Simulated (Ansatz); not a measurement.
**Transmission past a defect: (3,3) C nanotube, vacancy of one C**

Wanted: the relaxed defect and the transmission past it, beside the channels of the perfect wire.

Method: DFT PBE, plane waves, PAW; relaxation of a wire's period, in the first sound run; inputs show where later runs differ, in Ansatz 0.2.0.

## Step 1: Starting point

The cell holds 12 atoms: 12 C. Cell: a = 10.868 Å, b = 10.806 Å, c = 2.460 Å, α = 90.0°, β = 90.0°, γ = 90.0°. Vacuum lies along a and b. The structure's axis is c.

## Step 2: The relaxed wire

Band widths follow the bond lengths, so the wire is relaxed first. The atoms and the third cell vector are free; the box across stays fixed as vacuum. A Fermi-Dirac smearing is set since the result may be a metal. The pressure printed is a third of the stress's trace over the whole box, vacuum included; only the stress along the axis is relaxed.

The input, input.yaml:

```yaml
crystal:
  lattice:
    - [10.868, 0.0, 0.0]
    - [0.0, 10.806, 0.0]
    - [0.0, 0.0, 2.4595121467]
  atoms:
    - { symbol: C, position: [0.643369038, 0.621000301, 0.0] }
    - { symbol: C, position: [0.687154982, 0.500009175, 0.0] }
    - { symbol: C, position: [0.31284505, 0.500009175, 0.5] }
    - { symbol: C, position: [0.356630994, 0.379018048, 0.5] }
    - { symbol: C, position: [0.467500897, 0.685378334, 0.5] }
    - { symbol: C, position: [0.593577499, 0.663020078, 0.5] }
    - { symbol: C, position: [0.593577499, 0.336998271, 0.5] }
    - { symbol: C, position: [0.675868157, 0.435631141, 0.5] }
    - { symbol: C, position: [0.324131875, 0.564387208, 0.0] }
    - { symbol: C, position: [0.406422533, 0.663020078, 0.0] }
    - { symbol: C, position: [0.406422533, 0.336998271, 0.0] }
    - { symbol: C, position: [0.532499135, 0.314640015, 0.0] }
kpoints:
  mp_grid: { grid: [1, 1, 33] }
scf:
  occupations: { method: fermi_dirac, width: 0.05 }
hamiltonian:
  xc: pbe
relax:
  cell: { fix: [a, b, alpha, beta, gamma] }
  max_steps: 60
```

Run with:

```console
$ ansatz run input.yaml --threads 4 --pin off --max-ram 16384MiB --backend cpu --events-out ev --progress --plain --runs-dir out
```

Numbers of over 12 decimals in the logs are rounded to 6 here.

Log:

```text
Engine: ansatz 0.2.0, aarch64-unknown-linux-gnu
Pseudopotentials: kind: paw
Pseudopotential: C, paw, valence charge 4, recommended cutoff 420 eV (normal), C.paw.azcp
Functional definition: PBE
  parameter kappa = 0.804
  parameter beta = 0.066725
  exchange = pbe_x(kappa = kappa, mu = beta*pi^2/3)
  correlation = pbe_c(beta = beta)
Crystal: 12 atoms, lattice volume = 288.844 Å³
Basis set: ecut = 420 eV, 5637 PW (Γ), exchange–correlation on 150×150×36 points (8 copies of the dense FFT grid, shifted against one another)
Bands: 36, of which v1, the nominal top of the filled ones, is band 24 counted from 1 (23 counted from 0)
Symmetry: 4 space group operations
Space group: P21/m (ITA 11), of the structure as read, at distance tolerance 6.6e-5 Å
k-points: 17 of 33
Non-local potential: C, projectors of the file, l = 0: 2, l = 1: 2, l = 2: 1
PAW form: soft (Blöchl's): semilocal exchange-correlation on the pseudo side does not see the compensation charge
PAW one-centre angular grid: C, 110 points (default); XC on 64 Gauss nodes
Initial density: superposition of atomic densities (neutral atoms: chi_scale 0, normalization atom), corrected by the library's trained network
Initial wavefunctions: pseudopotential atomic-orbital guess
Functional: x = pbe(κ = 0.804, μ = 0.219515), c = pbe(β = 0.066725)
SCF iter   1: F=—  HF=-3005.117224 eV  |F-HF|=—  |Δ(HF+E_count)|=         —  Δρ=6.24e-3  dr2=6.55e-2  ethr=1.77e-3  ⟨swp⟩=12.7  Hψ=4230  notcnv=0  defer=43
preconditioner: auto → LDOS  [insulator: Δε(μ)=0.149 eV  Ē_g=14.057 eV  σ=0.050 eV  W_gap=0.63  n_scr=36 (ndim 8)  ℏωp=15.1 eV  f_vac=0.617  D(μ)=0.79/eV (n_scr^D=4)  ε∞_Penn≈2.2  β→1.0]
SCF iter   2: F=—  HF=-3005.124068 eV  |F-HF|=—  |Δ(HF+E_count)|=   6.84e-3  Δρ=1.54e-3  dr2=8.16e-3  ethr=1.36e-4  ⟨swp⟩=3.6  Hψ=1383  notcnv=0  defer=69
SCF iter   3: F=—  HF=-3005.121275 eV  |F-HF|=—  |Δ(HF+E_count)|=   2.79e-3  Δρ=3.77e-4  dr2=1.15e-3  ethr=1.70e-5  ⟨swp⟩=2.0  Hψ=1036  notcnv=0  defer=69
SCF iter   4: F=—  HF=-3005.121020 eV  |F-HF|=—  |Δ(HF+E_count)|=   2.56e-4  Δρ=1.25e-4  dr2=1.21e-4  ethr=2.39e-6  ⟨swp⟩=2.0  Hψ=918  notcnv=0  defer=69
SCF iter   5: F=—  HF=-3005.120989 eV  |F-HF|=—  |Δ(HF+E_count)|=   3.07e-5  Δρ=2.85e-5  dr2=4.76e-6  ethr=2.53e-7  ⟨swp⟩=2.1  Hψ=887  notcnv=0  defer=69
SCF iter   6: F=—  HF=-3005.120788 eV  |F-HF|=—  |Δ(HF+E_count)|=   2.01e-4  Δρ=8.37e-6  dr2=5.82e-7  ethr=9.91e-9  ⟨swp⟩=2.1  Hψ=984  notcnv=0  defer=69
SCF iter   7: F=-3005.120788 eV  HF=-3005.120788 eV  |F-HF|=1.06e-8  |Δ(HF+E_count)|=   9.10e-8  Δρ=1.69e-6  dr2=1.69e-8  ethr=2.08e-10  ⟨swp⟩=5.0  Hψ=2186  notcnv=0
SCF 1 converged in 7 iterations: F = -3005.120788 eV  dr2 = 1.69e-8
  greatest PAW one-centre occupation: 0.679 electrons in one spin orbital (limit 2), on the C atom at site 3 (counted from 0), in its partial waves of l = 0
relax step   1: F+E_penalty+E_count = -3005.12078838 eV  Δ(F+E_penalty+E_count) = +0.000e0 eV  max|allowed force component| = 1.030e0 eV/Å  Δτ_max = 0.0000 Å  P = +5.740 GPa  Ω = 288.844 Å³  fix = [a, b, alpha, beta, gamma]  reactions: a +6.817, b +6.801 GPa; gamma -0.012 GPa/rad  (7 SCF iters, dr2 threshold 1.00e-7 eV, accepted)
Crystal: 12 atoms, lattice volume = 288.884 Å³
Initial density: handed on by an earlier stage of this run
Initial wavefunctions: those handed on with the density
iter 1 solved again at ethr=7.46e-4 eV; its pass at ethr=3.10e-3 eV (dr2=3.58e-1 eV) is discarded
SCF iter   1: F=—  HF=-3005.594214 eV  |F-HF|=—  |Δ(HF+E_count)|=         —  Δρ=1.14e-2  dr2=3.44e-1  ethr=7.46e-4  ⟨swp⟩=2.5  Hψ=2835  notcnv=0
preconditioner: auto → LDOS  [insulator: Δε(μ)=0.160 eV  Ē_g=13.712 eV  σ=0.050 eV  W_gap=0.66  n_scr=36 (ndim 8)  ℏωp=15.1 eV  f_vac=0.599  D(μ)=0.72/eV (n_scr^D=4)  ε∞_Penn≈2.2  β→1.0]
SCF iter   2: F=—  HF=-3005.638403 eV  |F-HF|=—  |Δ(HF+E_count)|=   4.42e-2  Δρ=7.25e-3  dr2=4.67e-1  ethr=7.16e-4  ⟨swp⟩=4.9  Hψ=2032  notcnv=0  defer=19
SCF iter   3: F=—  HF=-3005.496553 eV  |F-HF|=—  |Δ(HF+E_count)|=   1.42e-1  Δρ=9.32e-4  dr2=1.46e-3  ethr=7.16e-4  ⟨swp⟩=3.3  Hψ=1145  notcnv=0  defer=27
SCF iter   4: F=—  HF=-3005.495988 eV  |F-HF|=—  |Δ(HF+E_count)|=   5.65e-4  Δρ=1.09e-4  dr2=2.87e-5  ethr=3.04e-6  ⟨swp⟩=2.3  Hψ=1208  notcnv=0  defer=42
SCF iter   5: F=—  HF=-3005.495899 eV  |F-HF|=—  |Δ(HF+E_count)|=   8.91e-5  Δρ=1.75e-5  dr2=9.06e-7  ethr=2.50e-9  ⟨swp⟩=3.9  Hψ=2651  notcnv=0
SCF iter   6: F=-3005.495899 eV  HF=-3005.495899 eV  |F-HF|=3.53e-7  |Δ(HF+E_count)|=   1.10e-7  Δρ=1.10e-5  dr2=4.44e-7  ethr=1.89e-9  ⟨swp⟩=2.9  Hψ=2177  notcnv=0
SCF 2 converged in 6 iterations: F = -3005.495899 eV  dr2 = 4.44e-7
  greatest PAW one-centre occupation: 0.670 electrons in one spin orbital (limit 2), on the C atom at site 10 (counted from 0), in its partial waves of l = 0
relax step   2: F+E_penalty+E_count = -3005.49589860 eV  Δ(F+E_penalty+E_count) = -3.751e-1 eV  max|allowed force component| = 4.769e-1 eV/Å  Δτ_max = 0.0505 Å  P = +1.840 GPa  Ω = 288.884 Å³  energy of the carried Pulay correction = -5.018e-5 eV  fix = [a, b, alpha, beta, gamma]  reactions: a +2.075, b +2.053 GPa; gamma -0.011 GPa/rad  (6 SCF iters, dr2 threshold 1.20e-6 eV, accepted)
Crystal: 12 atoms, lattice volume = 289.574 Å³
Basis set: ecut = 420 eV, 5661 PW (Γ), exchange–correlation on 150×150×36 points (8 copies of the dense FFT grid, shifted against one another)
iter 1 solved again at ethr=1.21e-4 eV; its pass at ethr=3.10e-3 eV (dr2=5.79e-2 eV) is discarded
SCF iter   1: F=—  HF=-3005.556725 eV  |F-HF|=—  |Δ(HF+E_count)|=         —  Δρ=4.53e-3  dr2=5.66e-2  ethr=1.21e-4  ⟨swp⟩=2.6  Hψ=2535  notcnv=0
preconditioner: auto → Resta (q_TF=auto, 2.022 Å⁻¹)  ε∞=2.2  [insulator: Δε(μ)=0.289 eV  Ē_g=13.672 eV  σ=0.050 eV  W_gap=0.89  n_scr=36 (ndim 8)  ℏωp=15.1 eV  f_vac=0.596  D(μ)=0.37/eV (n_scr^D=0)  ε∞_Penn≈2.2  vacuum switching on, ρ_ref=1.4e-2 e/Å³]
SCF iter   2: F=—  HF=-3005.540773 eV  |F-HF|=—  |Δ(HF+E_count)|=   1.60e-2  Δρ=1.64e-3  dr2=3.74e-3  ethr=1.18e-4  ⟨swp⟩=2.1  Hψ=1053  notcnv=0
SCF iter   3: F=—  HF=-3005.540028 eV  |F-HF|=—  |Δ(HF+E_count)|=   7.45e-4  Δρ=5.27e-4  dr2=4.63e-4  ethr=7.80e-6  ⟨swp⟩=2.5  Hψ=1035  notcnv=0
SCF iter   4: F=—  HF=-3005.539907 eV  |F-HF|=—  |Δ(HF+E_count)|=   1.21e-4  Δρ=8.28e-5  dr2=4.43e-5  ethr=9.64e-7  ⟨swp⟩=2.4  Hψ=896  notcnv=0
SCF iter   5: F=—  HF=-3005.539901 eV  |F-HF|=—  |Δ(HF+E_count)|=   5.34e-6  Δρ=3.44e-5  dr2=4.41e-6  ethr=9.22e-8  ⟨swp⟩=2.2  Hψ=930  notcnv=0
SCF iter   6: F=-3005.539904 eV  HF=-3005.539903 eV  |F-HF|=1.26e-7  |Δ(HF+E_count)|=   2.05e-6  Δρ=9.96e-6  dr2=2.31e-7  ethr=2.50e-9  ⟨swp⟩=4.6  Hψ=1983  notcnv=0
SCF 3 converged in 6 iterations: F = -3005.539904 eV  dr2 = 2.31e-7
  greatest PAW one-centre occupation: 0.667 electrons in one spin orbital (limit 2), on the C atom at site 2 (counted from 0), in its partial waves of l = 0
relax step   3: F+E_penalty+E_count = -3005.53990361 eV  Δ(F+E_penalty+E_count) = -4.401e-2 eV  max|allowed force component| = 1.823e-1 eV/Å  Δτ_max = 0.0194 Å  P = +0.138 GPa  Ω = 289.574 Å³  energy of the carried Pulay correction = -9.094e-4 eV  fix = [a, b, alpha, beta, gamma]  reactions: a +0.195, b +0.171 GPa; gamma -0.008 GPa/rad  (6 SCF iters, dr2 threshold 1.20e-6 eV, accepted)
[...]
relax step   4: F+E_penalty+E_count = -3005.54198312 eV  Δ(F+E_penalty+E_count) = -2.080e-3 eV  max|allowed force component| = 8.870e-3 eV/Å  Δτ_max = 0.0027 Å  P = -0.038 GPa  Ω = 289.737 Å³  energy of the carried Pulay correction = -1.113e-3 eV  fix = [a, b, alpha, beta, gamma]  reactions: a -0.004, b -0.029 GPa; gamma -0.009 GPa/rad  (4 SCF iters, dr2 threshold 1.20e-6 eV, accepted)
[...]
relax step   5: F+E_penalty+E_count = -3005.54209383 eV  Δ(F+E_penalty+E_count) = -1.107e-4 eV  max|allowed force component| = 1.111e-3 eV/Å  Δτ_max = 0.0004 Å  P = -0.009 GPa  Ω = 289.663 Å³  energy of the carried Pulay correction = -1.020e-3 eV  fix = [a, b, alpha, beta, gamma]  reactions: a -0.012, b -0.034 GPa; gamma -0.010 GPa/rad  (5 SCF iters, dr2 threshold 1.61e-8 eV, accepted)
Initial wavefunctions: pseudopotential atomic-orbital guess (no wavefunctions were taken with the density)
iter 1 solved again at ethr=7.29e-7 eV; its pass at ethr=3.10e-3 eV (dr2=3.50e-4 eV) is discarded
SCF iter   1: F=—  HF=-3005.543205 eV  |F-HF|=—  |Δ(HF+E_count)|=         —  Δρ=1.43e-5  dr2=8.47e-8  ethr=7.29e-7  ⟨swp⟩=6.2  Hψ=5738  notcnv=0  defer=2
eigensolver tolerance schedule: the retry pair's looser diagonalisation over-reported the residual by 4133.27 of it (diagonalisation noise at 35.49 of the residual, at the tolerance the schedule requests for it); recorded, not acted on — ethr = c·dr2/N_el stays at c = 1.0e-1
preconditioner: auto → Resta (q_TF=auto, 2.022 Å⁻¹)  ε∞=2.2  [insulator: Δε(μ)=0.295 eV  Ē_g=13.726 eV  σ=0.050 eV  W_gap=0.90  n_scr=36 (ndim 8)  ℏωp=15.1 eV  f_vac=0.596  D(μ)=0.34/eV (n_scr^D=0)  ε∞_Penn≈2.2  vacuum switching on, ρ_ref=1.4e-2 e/Å³]
SCF iter   2: F=—  HF=-3005.543135 eV  |F-HF|=—  |Δ(HF+E_count)|=   7.04e-5  Δρ=7.21e-6  dr2=2.06e-8  ethr=1.76e-10  ⟨swp⟩=3.5  Hψ=1444  notcnv=0  defer=1
SCF iter   3: F=—  HF=-3005.543138 eV  |F-HF|=—  |Δ(HF+E_count)|=   3.46e-6  Δρ=2.60e-6  dr2=8.45e-9  ethr=4.30e-11  ⟨swp⟩=3.5  Hψ=1189  notcnv=0  defer=1
SCF iter   4: F=—  HF=-3005.543138 eV  |F-HF|=—  |Δ(HF+E_count)|=   3.94e-7  Δρ=4.26e-7  dr2=5.56e-10  ethr=1.76e-11  ⟨swp⟩=2.4  Hψ=956  notcnv=0  defer=1
SCF iter   5: F=-3005.543138 eV  HF=-3005.543138 eV  |F-HF|=7.55e-11  |Δ(HF+E_count)|=   2.09e-9  Δρ=1.34e-7  dr2=2.95e-11  ethr=1.00e-12  ⟨swp⟩=5.0  Hψ=2178  notcnv=0
SCF 6 converged in 5 iterations: F = -3005.543138 eV  dr2 = 2.95e-11
relax step   6: F+E_penalty+E_count = -3005.54313849 eV  Δ(F+E_penalty+E_count) = -1.045e-3 eV  max|allowed force component| = 1.078e-3 eV/Å  Δτ_max = 0.0000 Å  P = -0.000 GPa  Ω = 289.663 Å³  fix = [a, b, alpha, beta, gamma]  reactions: a +0.002, b -0.023 GPa; gamma -0.008 GPa/rad  stress off target by 2.08e-2 GPa on what of the cell is left free  SCF on the basis re-selected at this cell (its energy is not comparable with the rows above)  (5 SCF iters)
basis re-selected at this cell: Δ(F+E_penalty+E_count) = -1.045e-3 eV, ΔP = +0.008 GPa vs the last step (what re-selecting the basis moved, of the pressure what is left beyond the Pulay correction that the steps carried, after the strain that the cell walked since its last selection, with what the two solves' SCF thresholds leave and, on support functions, any second-order correction that the steps lacked; it is no m [...]
SCF converged after 5 iterations
Free energy (F): -3005.543138 eV
Harris-Foulkes:  -3005.543138 eV  (|F-HF|=7.55e-11)
Internal energy: -3005.539400 eV  (E = F + TS)
E sigma→0 (E₀):  -3005.541269 eV
Entropy (-TS):   -0.003739 eV (-0.312 meV/atom)
Fermi energy:    -0.001003 eV
--- Per-component energies (eV) ---
  E_band       = -450.309515
  E_kinetic    = 1085.987897
  E_local      = -9903.666106  (includes V_loc(G=0)·N_el)
  E_nonlocal   = 326.383751
  E_hartree    = 4415.622362
  E_xc         = -573.292101
  E_vxc        = -709.631116  (∫ρ·V_xc dr)
  E_paw        = -1191.314148  (= ΣΔE_a)
  E_vpaw       = -80.628690  (= ΣTr[D̂ρ^β])
  E_aug_tail   = 0.000090  (compensation charges beyond the density's cutoff)
  E_ewald      = 2834.738856
  E_smearing   = -0.003739  (= −TS)
  E_closure    = 0.000000  (closes the sum)
  Σ components = -3005.543138   (vs F -3005.543138, Δ=0.00e0)
--- Forces (eV/Å), atoms counted from 1 ---
  atom   1  C     -0.00005142    -0.00046840    -0.00000000
  atom   2  C     -0.00048539     0.00080155     0.00000000
  atom   3  C      0.00048539    -0.00080155    -0.00000000
  atom   4  C      0.00005142     0.00046840     0.00000000
  atom   5  C      0.00070403    -0.00073327    -0.00000000
  atom   6  C     -0.00054170     0.00026276     0.00000000
  atom   7  C      0.00053407     0.00006108     0.00000000
  atom   8  C     -0.00107772    -0.00043152    -0.00000000
  atom   9  C      0.00107772     0.00043152     0.00000000
  atom  10  C     -0.00053407    -0.00006108    -0.00000000
  atom  11  C      0.00054170    -0.00026276    -0.00000000
  atom  12  C     -0.00070403     0.00073327     0.00000000
  max |Σ_I F_I| component: 1.08e-19 eV/Å
--- Stress (GPa, compression-positive) ---
        0.001870       0.007873       0.000000
        0.007872      -0.022783      -0.000000
        0.000000      -0.000000       0.020776
  P = ⅓ Tr σ = -0.0000 GPa (-0.000 kbar)
--- Relaxed structure (5 steps of the walk, 5 accepted, 1 SCFs on fresh bases) ---
  F+E_penalty+E_count = -3005.54313849 eV   max|allowed force component| = 1.078e-3 eV/Å   (the final SCF, on the basis selected at the relaxed cell)
  cell:  # Å, volume = 289.6627 Å³
    - [10.868, 0, 0.0]
    - [0, 10.806, 0.0]
    - [0.0, 0.0, 2.466482]
  atoms:
    - { symbol: C, position: [0.648270, 0.625321, 0.0] }
    - { symbol: C, position: [0.693514, 0.500081, 0.0] }
    - { symbol: C, position: [0.306486, 0.499919, 0.5] }
    - { symbol: C, position: [0.351730, 0.374679, 0.5] }
    - { symbol: C, position: [0.466301, 0.691757, 0.5] }
    - { symbol: C, position: [0.596809, 0.668744, 0.5] }
    - { symbol: C, position: [0.596794, 0.331411, 0.5] }
    - { symbol: C, position: [0.681871, 0.433552, 0.5] }
    - { symbol: C, position: [0.318129, 0.566448, 0.0] }
    - { symbol: C, position: [0.403206, 0.668589, 0.0] }
    - { symbol: C, position: [0.403191, 0.331256, 0.0] }
    - { symbol: C, position: [0.533699, 0.308243, 0.0] }
```

Wall time 28 s (4 threads of Arm Neoverse N1, shared host); peak memory 0.67 GiB; 1.8 min of CPU time.

Relaxation path:

```
step  energy less that of the first step (eV)  largest force component (eV/Å)  pressure (GPa)  volume (Å³)
   1                                   0.0000                          1.0299            5.74       288.84
   2                                  -0.3751                          0.4769            1.84       288.88
   3                                  -0.4191                          0.1823            0.14       289.57
   4                                  -0.4212                          0.0089           -0.04       289.74
   5                                  -0.4213                          0.0011           -0.01       289.66
  6*                                  -0.4223                          0.0011            0.00       289.66
```

Relaxation steps marked * repeat the geometry before them on a plane-wave basis chosen anew for their cell, so energy and pressure can jump there.

Forces are held to the 4 operations that the run works with; a distortion that breaks them can't arise in this run.

```
cell as run  before  after  change
      c (Å)   2.460  2.466  +0.3 %
```

The atoms that moved most (Å, along periodic axes as changes of fractional coordinates times the final cell, across vacuum about the mean position):

```
atom      dx      dy     dz  length
  C6   0.035   0.062  0.000   0.071
 C11  -0.035  -0.062  0.000   0.071
  C1   0.053   0.047  0.000   0.071
  C4  -0.053  -0.047  0.000   0.071
  C5  -0.013   0.069  0.000   0.070
 C12   0.013  -0.069  0.000   0.070
 C10  -0.035   0.060  0.000   0.070
  C7   0.035  -0.060  0.000   0.070
```

This step gave:

```
energy at zero smearing    : -3005.5413 eV
cell length along the wire : 2.466 Å
```

The cell's length comes to 2.466 Å with spin left out.

(Continued in part 2 of 4.)

[Logs are printed without paths, hosts, clocks, repeated set-up lines and the standing remarks that a program may print on its own settings, such as how far it seeks lower states.]

[Hosts, paths, dates, database ids (printed as entryN), source tags and the programs' standing remarks are cut or masked in the printed files.]
